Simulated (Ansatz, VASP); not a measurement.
## One calculation of Fe, two programs

```
Fe
1.0
    -1.41568    1.41568    1.41568
     1.41568   -1.41568    1.41568
     1.41568    1.41568   -1.41568
Fe
1
Direct
  0.00000 0.00000 0.00000
```

Alike in both runs: functional PBE; k mesh 21 × 21 × 21; occupations fermi-dirac, width 0.1 eV; collinear spin.

Ansatz relaxed the structure, and its values are those at the end. VASP's run is a single point on that final structure, the one shown.

```csv
,VASP,Ansatz
version,VASP 6.6.1,Ansatz 0.2.0
potentials or method,"VASP PAW PBE potentials, release 64 (Fe)","PAW with Ansatz's default frozen-core files, scalar-relativistic"
plane-wave cutoff (eV),520,420
valence electrons in the cell,8,16
```

Ansatz gave:

* pressure (GPa): 0.0
* net moment per atom (μB): 2.15
* size of the moment on the site where the two differ most (μB): 2.20

Estimate VASP's values.

pressure (GPa): -0.1; net moment per atom (μB): 2.17; size of the moment on the site where the two differ most (μB): 2.17.

Site moments also hang on the region over which each program counts them. The two sets of potentials don't hold the same shells in valence.
